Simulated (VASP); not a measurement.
# MoS2 in VASP: further runs, part 2 of 2

VASP 6.6.1.

### Step 3. Relaxation of cell and atoms, PBE+D3(BJ)

This run uses another cell than the first one, of 39.12 Å³/atom, 0.989 times its volume.

Input file INCAR:

```
PREC     = Accurate       # precision mode
ENCUT    = 600            # plane-wave cutoff, eV
EDIFF    = 1E-7           # SCF threshold, eV
ISMEAR   = 0              # smearing method
SIGMA    = 0.03           # smearing width, eV
LREAL    = False          # projectors in reciprocal space
LASPH    = True           # aspherical terms in the spheres
NELM     = 80             # most SCF steps
ALGO     = Normal         # electronic algorithm
ISIF     = 3              # what is computed and relaxed
LWAVE    = False          # write WAVECAR
LCHARG   = False          # write CHGCAR
GGA      = PE             # functional
IVDW     = 12             # dispersion correction
IBRION   = 2              # ionic algorithm
NSW      = 90             # ionic steps
EDIFFG   = -0.005         # ionic threshold
LATTICE_CONSTRAINTS= .TRUE. .TRUE. .FALSE.
KPAR     = 4
```

Input file KPOINTS:

```
Automatic mesh
0
Gamma
  12 12 1
```

Input file POSCAR:

```
MoS2                                    
1.0
    3.1513580812      0.0000000000      0.0000000000
   -1.5756790406      2.7291561502      0.0000000000
    0.0000000000      0.0000000000     27.2922960000
  S               Mo            
     4     2
Direct
     0.3333333300000021    0.6666666699999979    0.3316154634861942
     0.3333333300000021    0.6666666699999979    0.4463549997378815
     0.6666666699999979    0.3333333300000021    0.5536450002621186
     0.6666666699999979    0.3333333300000021    0.6683845365138055
     0.6666666699999979    0.3333333300000021    0.3890170571751871
     0.3333333300000021    0.6666666699999979    0.6109829428248127
```

Potentials or basis: VASP PAW PBE potentials, release 64 (S, Mo_sv).

The run is started by

```console
cat potpaw_PBE.64/S/POTCAR potpaw_PBE.64/Mo_sv/POTCAR > POTCAR
mpirun -np 4 vasp_std > vasp.out
```

OUTCAR:

```text
PREC = Accurate
   ENCUT = 600
   EDIFF = 1E-7
   ISMEAR = 0
   LREAL = False
   LASPH = True
   NELM = 80
   ISIF = 3
   GGA = PE
   IVDW = 12
   IBRION = 2
   NSW = 90
   EDIFFG = -0.005
 IVDW          = 12

 ion  position               nearest neighbor table
   1  0.333  0.667  0.332-   5 2.40   5 2.40   5 2.40
   2  0.333  0.667  0.446-   5 2.40   5 2.40   5 2.40
   3  0.667  0.333  0.554-   6 2.40   6 2.40   6 2.40
   4  0.667  0.333  0.668-   6 2.40   6 2.40   6 2.40
   5  0.667  0.333  0.389-   2 2.40   2 2.40   2 2.40   1 2.40   1 2.40   1 2.40
   6  0.333  0.667  0.611-   3 2.40   3 2.40   3 2.40   4 2.40   4 2.40   4 2.40

  LATTYP: Found a hexagonal cell.
 ALAT       =     3.1513580812
 C/A-ratio  =     8.6604870969

  Lattice vectors:

 A1 = (   3.1513580812,   0.0000000000,   0.0000000000)
 A2 = (  -1.5756790406,   2.7291561502,   0.0000000000)
 A3 = (   0.0000000000,   0.0000000000,  27.2922960000)

Analysis of symmetry for initial positions (statically):
=====================================================================
[... 236 lines left out ...]
 fundamental gap:      1.2252201629
 Fermi energy:         0.5357472750

 k-point     1 :       0.0000    0.0000    0.0000
  band No.  band energies     occupation
      1     -60.9163      2.00000
      2     -60.9163      2.00000
      3     -35.0791      2.00000
      4     -35.0791      2.00000
      5     -34.8387      2.00000
      6     -34.8387      2.00000
[... 635 lines left out ...]
     30       3.2180      0.00000
     31       3.5162      0.00000

------------------------ aborting loop because EDIFF is reached ----------------------------------------

 Edisp (eV)   -2.25504

 E8    (eV) :    -0.9417

  FORCE on cell =-STRESS in cart. coord.  units (eV):
  Direction    XX          YY          ZZ          XY          YZ          ZX
  --------------------------------------------------------------------------------------
  -------------------------------------------------------------------------------------
  Total      -0.01092    -0.01092    -0.02987     0.00000     0.00000     0.00000
  in kB      -0.07456    -0.07456    -0.20392     0.00000     0.00000     0.00000
  external pressure =       -0.12 kB  Pullay stress =        0.00 kB

 VOLUME and BASIS-vectors are now :
 -----------------------------------------------------------------------------
  energy-cutoff  :      600.00
  volume of cell :      234.70
      direct lattice vectors                 reciprocal lattice vectors
     3.151159228  0.000000000  0.000000000     0.317343532  0.183218374  0.000000000
    -1.575579614  2.728983938  0.000000000    -0.000000000  0.366436748  0.000000000
     0.000000000  0.000000000 27.292296000     0.000000000  0.000000000  0.036640376

 POSITION                                       TOTAL-FORCE (eV/Angst)
 -----------------------------------------------------------------------------------
     -0.00000      1.81932      9.05017         0.000000     -0.000000     -0.003979
     -0.00000      1.81932     12.18254        -0.000000      0.000000     -0.000347
      1.57558      0.90966     15.10976         0.000000     -0.000000      0.000347
      1.57558      0.90966     18.24213        -0.000000      0.000000      0.003979
      1.57558      0.90966     10.61702         0.000000     -0.000000      0.002950
     -0.00000      1.81932     16.67528        -0.000000      0.000000     -0.002950
 -----------------------------------------------------------------------------------
    total drift:                                0.000000     -0.000000     -0.000000

  FREE ENERGIE OF THE ION-ELECTRON SYSTEM (eV)
  ---------------------------------------------------
  free  energy   TOTEN  =       -45.8760054858 eV

  energy  without entropy=      -45.8760054858  energy(sigma->0) =      -45.87600549

 reached required accuracy - stopping structural energy minimisation
```

OSZICAR:

```text
N       E                     dE             d eps       ncg     rms          rms(c)
DAV:   1     0.497002742562E+03    0.49700E+03   -0.29391E+04  1434   0.160E+03
[... 28 lines left out ...]
DAV:   1    -0.436209709710E+02    0.18185E-03   -0.13595E-03  1262   0.236E-01    0.269E-02
DAV:   2    -0.436209660348E+02    0.49362E-05   -0.82164E-05  1416   0.589E-02    0.161E-02
DAV:   3    -0.436209649756E+02    0.10592E-05   -0.30927E-06  1488   0.977E-03    0.104E-02
DAV:   4    -0.436209646056E+02    0.36995E-06   -0.19792E-06  1388   0.822E-03    0.614E-03
DAV:   5    -0.436209649192E+02   -0.31360E-06   -0.32761E-07  1090   0.301E-03    0.183E-03
DAV:   6    -0.436209650911E+02   -0.17186E-06   -0.85964E-08   877   0.209E-03    0.544E-04
DAV:   7    -0.436209651276E+02   -0.36438E-07   -0.14538E-08   736   0.843E-04
   2 F= -.45876005E+02 E0= -.45876005E+02  d E =-.984151E-05
```

Run time: 96 s. Hardware: 4 MPI ranks of Intel Xeon 6975P-C (Granite Rapids), shared host; peak memory 0.54 GiB.

What came out:

```
Free energy                            : -45.8760 eV
Relaxed volume                         : 39.12 Å³/atom
Relaxed cell                           : a = 3.151 Å, b = 3.151 Å, c = 27.292 Å, α = 90.00°, β = 90.00°, γ = 120.00°
Space group after relaxing (to 0.05 Å) : P-3m1 (No. 164)
Energy gained by relaxing              : 0.0 meV/atom
Ionic steps                            : 2
Largest force after relaxing           : 0.004 eV/Å
Band gap on the k mesh                 : 1.23 eV, indirect (least direct gap 1.75 eV)
Dispersion energy per atom             : -0.376 eV
```

Forces in eV/Å, atoms in the order of the input:
```
S    0.000  0.000 -0.004
S    0.000  0.000  0.000
S    0.000  0.000  0.000
S    0.000  0.000  0.004
Mo   0.000  0.000  0.003
Mo   0.000  0.000 -0.003
```

Final structure:
```yaml
crystal:
  lattice:
    - [3.15116, 0.00000, 0.00000]
    - [-1.57558, 2.72898, 0.00000]
    - [0.00000, 0.00000, 27.29230]
  atoms:
    - { symbol: S, position: [0.33333, 0.66667, 0.33160] }
    - { symbol: S, position: [0.33333, 0.66667, 0.44637] }
    - { symbol: S, position: [0.66667, 0.33333, 0.55363] }
    - { symbol: S, position: [0.66667, 0.33333, 0.66840] }
    - { symbol: Mo, position: [0.66667, 0.33333, 0.38901] }
    - { symbol: Mo, position: [0.33333, 0.66667, 0.61099] }
```
